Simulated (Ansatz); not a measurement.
## TiO₂ (I4_1/amd), a vibration from a frozen displacement

Method: Ansatz, DFT PBE+U, scalar-relativistic, plane waves, PAW. Settings: plane waves to 420 eV, k-mesh 8×8×8 (Γ-centred), Gaussian smearing 0.05 eV. U_eff on d shells: Ti 4 eV. No spin polarisation. Energies are free energies at this smearing, counted from the undisturbed cell; pressure is positive in compression.

Zero of the scan (relaxed at this level):

```xyz
6
Lattice="-1.9089 1.9089 4.8884 1.9089 -1.9089 4.8884 1.9089 1.9089 -4.8884" Properties=species:S:1:pos:R:3 pbc="T T T"
Ti    0.0000    0.0000    0.0000
Ti    0.0000    1.9089    2.4442
O     0.0000    0.0000    2.0069
O     0.0000    1.9089    4.4511
O     0.0000    1.9089    0.4372
O     0.0000    0.0000    7.7698
```

Atom 3 (O) is moved by x along the Cartesian unit vector (0.577, 0.577, 0.577); the cell and all other atoms stay fixed. The cell's volume is 71.25 Å³; the moved atoms weigh 15.999 u together and the others 143.731 u.

```csv
x (Å),ΔE (meV/cell),total force on the moved atoms along the move (eV/Å),pressure (GPa)
-0.1000,51.81,1.0502,1.0317
-0.0600,18.45,0.6200,0.5455
0.0000,0.00,0.0001,0.0062
0.0800,31.59,-0.7822,-0.3418
```

**Question.** What frequency belongs to this motion?

**Answer.** The force constant is k = −dF/dx = 10.094 eV/Å², from the parabola through x = -0.0600, 0 and 0.0800. In every cell the moved atoms swing against the rest, so the mass is μ = m₁m₂/(m₁ + m₂) = 14.396 u, and ν̃ = 521.5 cm⁻¹ × √(|k|/μ) = 437 cm⁻¹. The pattern needn't be a normal mode: ν̃² is then a weighted mean of the squared nonzero frequencies at the zone centre of this cell, taken without macroscopic field, so it lies between the lowest and the highest of them.

**Question.** How far does the harmonic law reach?

**Answer.** At x = -0.100 Å, kx²/2 = 50.47 meV against the computed 51.81 meV (+2.6 %): the well is still close to harmonic there.